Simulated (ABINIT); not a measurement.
Set up this calculation in ABINIT 10.8.3 (patched build), as the native input.

```
Task                                            : equation of state
Functional                                      : SOGGA
Potentials or basis                             : JTH PAW PBE v2.0
Cutoff                                          : 408 eV
k mesh                                          : 10 × 10 × 8
Occupations                                     : fermi-dirac, width 0.05 eV
Spin                                            : no spin polarisation
Fine-grid cutoff                                : 816.342 eV
Exchange and correlation inside the PAW spheres : full angular mesh (pawxcdev 0, this build's default; the released program takes 1)
```

Crystal: TiB2.

```xyz
3
Lattice="3.0292 0.0000 0.0000 -1.5146 2.6234 0.0000 0.0000 0.0000 3.2284" Properties=species:S:1:pos:R:3 pbc="T T T"
Ti    0.0000    0.0000    0.0000
B     1.5146    0.8745    1.6142
B     0.0000    1.7489    1.6142
```

The input as run:

run.abi

```
# Datasets: one volume each
ndtset 7
getwfk -1
scalecart1 3*0.9795861087
scalecart2 3*0.9864848297
scalecart3 3*0.9932883884
scalecart4 3*1.0000000000
scalecart5 3*1.0066227096
scalecart6 3*1.0131594038
scalecart7 3*1.0196128224

# Pseudopotentials
pp_dirpath "./"
pseudos "Ti.GGA_PBE-JTH.xml, B.GGA_PBE-JTH.xml"

# Structure
acell 3*1.0
rprim
     5.7243583767     0.0000000000     0.0000000000
    -2.8621791884     4.9574397745     0.0000000000
     0.0000000000     0.0000000000     6.1007918207
ntypat 2
znucl 22 5
natom 3
typat 1 2 2
xred
     0.0000000000     0.0000000000     0.0000000000
     0.6666666667     0.3333333333     0.5000000000
     0.3333333333     0.6666666667     0.5000000000

# Plane-wave basis
ecut 15.0
pawecutdg 30.0
pawovlp 30

# k points
kptopt 1
ngkpt 10 10 8
nshiftk 1
shiftk 0.0 0.0 0.0

# Exchange and correlation
ixc -150130

# Bands and occupations
nband 13
occopt 3
tsmear 0.00183747

# SCF cycle
nstep 100
tolvrs 1.0e-9

# Output
iomode 3
prtwf 1
prtden 0
prteig 0
prtebands 0
enunit 1
```

Potentials or basis: JTH PAW PBE v2.0.

Run with:

```bash
$ abinit run.abi > log 2>&1
```

It gave:

| Property | Result |
| --- | --- |
| Equilibrium volume | 8.38 Å³/atom |
| Bulk modulus at fixed shape and positions | 271 GPa |
| Pressure derivative of the bulk modulus | 3.9 |

Caveat: pressures at fixed basis lie under the slope of the energies; the cell was scaled at fixed shape and fractional positions, which overstates the stiffness of a crystal with free parameters, most of all of layers and chains; the PAW data sets were made with another functional, which shifts forces and pressure a little; the atomic spheres overlap.

It took 2.7 min on 1 thread of Arm Neoverse V1 (shared host), peak memory 0.14 GiB.
